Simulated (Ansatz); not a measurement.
# Sn: the cost of one run

Method: DFT r2SCAN, scalar-relativistic, plane waves, PAW, in Ansatz 0.2.0.

## Step 1: Starting point

It takes space group Fd-3m (No. 227, cubic). The conventional cell has a = 6.570 Å, b = 6.570 Å, c = 6.570 Å, α = 90.00°, β = 90.00°, γ = 90.00°. Sn (site symmetry -43m) has 4 Sn at 2.84 Å as nearest neighbours.

As a file:

```cif
data_structure
_symmetry_space_group_name_H-M 'P 1'
_symmetry_Int_Tables_number 1
_cell_length_a 4.6457
_cell_length_b 4.6457
_cell_length_c 4.6457
_cell_angle_alpha 60.000
_cell_angle_beta 60.000
_cell_angle_gamma 60.000
_cell_volume 70.90
loop_
_atom_site_label
_atom_site_type_symbol
_atom_site_fract_x
_atom_site_fract_y
_atom_site_fract_z
_atom_site_occupancy
Sn1 Sn 0.00000 0.00000 0.00000 1
Sn2 Sn 0.25000 0.25000 0.25000 1
```

This is candidate A: structure listed in a database for this formula (Fd-3m, No. 227).

(A quick probe on a coarse mesh, which set the mesh and smearing, is not shown.)

## Step 3: Relaxing cell and atoms (candidate A)

The input, input.yaml:

```yaml
crystal:
  lattice:
    - [0.0, 3.284986997, 3.284986997]
    - [3.284986997, 0.0, 3.284986997]
    - [3.284986997, 3.284986997, 0.0]
  atoms:
    - { symbol: Sn, position: [0.0, 0.0, 0.0] }
    - { symbol: Sn, position: [0.25, 0.25, 0.25] }
basis:
  ecutwfc: 500
kpoints:
  mp_grid: { grid: [14, 14, 14] }
hamiltonian:
  xc: r2scan
scf:
  occupations: { method: gaussian, width: 0.1 }
output:
  forces: true
  stress: true
  eigenvalues: true
relax:
  adjacent_minimum: "off"
  f_tol: 0.01
  max_steps: 80
  cell: { stress_tol: 0.05 }
```

What time and memory should one allow on 1 thread of an Arm CPU, shared host?

About 54 s, with a peak of 0.64 GiB.
